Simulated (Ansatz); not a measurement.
Start of a relaxation of BAs:

```
B As
1.0
    -1.67956    1.67956    5.81818
     1.67956   -1.67956    5.81818
     1.67956    1.67956   -5.81818
B As
2 2
Direct
  0.83333 0.83333 0.00000
  0.58333 0.08333 0.50000
  0.66667 0.66667 0.00000
  0.41667 0.91667 0.50000
```

All numbers below come from DFT PBE, scalar-relativistic, plane waves, PAW (Ansatz 0.2.0). Cutoff 420 eV, Gaussian smearing, Γ-centred meshes. Cell and atoms relax first on a coarse mesh and then on a finer one. In between, the cell is made exact in the group found at 0.06 Å. In metals the finer mesh still leaves noise of several meV/atom or more. The steps can't lower the symmetry of their start. No spin polarisation.

A guess keeps its type if space group and coordination stay and the shape of the cell changes little (axis ratios within about 15 %, angles within 6°); the volume may change.

Problem. Does it keep its structure type, or change into something else?

Solution. It keeps its type. The symmetry stays I4_1md (No. 109). The volume per atom grows by 5.0 %, from 16.4 to 17.2 Å³. The shortest distance goes from 1.94 Å (B–As) to 1.95 Å (B–As). The ratio c/a of the conventional cell changes by a factor of 1.00. Counting neighbours within 15 % of an atom's shortest distance, the start has As 3, B 3 and the end As 3, B 3.

Formation energies are uncorrected and refer to the elements' standard structures at the same level.

Problem. At what energy does it end?

Solution. +0.55 eV/atom. A positive value: parting into the elements would lower its energy.

The last run used an 18×18×18 mesh for its 4-atom cell and Gaussian smearing of 0.10 eV. The reference form of As is held partly by dispersion forces, which this level lacks. A structure relaxed within its symmetry needn't be a true minimum.
